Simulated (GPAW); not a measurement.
Runs of GPAW 26.7.0 on Pb. Symmetry: Fm-3m, No. 225, cubic system. Conventional cell: a = 4.950 Å, b = 4.950 Å, c = 4.950 Å, α = 90.00°, β = 90.00°, γ = 90.00°. Around Pb (site symmetry m-3m) lie 12 Pb at 3.50 Å. 

| task | level | potentials or basis | spin | cell | band path | band points | spin axis theta (degrees) | spin axis phi (degrees) | soc after scf | gap on the mesh (eV) | pressure (GPa) | V0 of scaled cells (Å³/atom) | B0 (GPa) |
| --- | --- | --- | --- | --- | --- | --- | --- | --- | --- | --- | --- | --- | --- |
| equation of state | C09-vdW | GPAW PAW data sets (gpaw-data 1.2.1), pw | off | as given | - | - | - | - | - | - | - | 30.01 | (a) |
| single point | PBEsol | PAW data sets generated in the run's folder for this functional, pw | off | as given | - | - | - | - | - | none | -0.9 | - | - |
| single point | PBEsol | PAW data sets generated in the run's folder for this functional, pw | off | cell strained at random at fixed volume | - | - | - | - | - | none | -0.8 | - | - |
| band structure | AM05 | PAW data sets generated in the run's folder for this functional, pw | SOC, no magnetisation | as given | GXWKGLUWLK,UX | 60 | 0 | 0 | second variation | - | -0.6 | - | - |
| equation of state | PBE | PAW data sets generated in the run's folder for this functional, pw | off | as given | - | - | - | - | - | - | - | (b) | 41 |
| equation of state | PBEsol | PAW data sets generated in the run's folder for this functional, pw | off | as given | - | - | - | - | - | - | - | 29.78 | (c) |

Alike in all rows: k mesh 9 × 9 × 9; cutoff (eV) 600; smearing fermi-dirac 0.05 eV.

Problem. Estimate the missing entries.

Solution. (a) 51; (b) 31.69; (c) 50.

Caveats: the PAW data sets were made with another functional, which shifts forces and pressure a little (some runs); spin-orbit coupling was added after a scalar SCF, so levels and gaps hold it while energy, forces, pressure and moments don't (some runs); this program's spin-orbit splittings come out too wide for heavy elements (some runs).

A k mesh can miss the band edges, and rows without SOC leave out spin-orbit coupling on Pb.

A gap of «none» marks a metal or a gap under the smearing width.
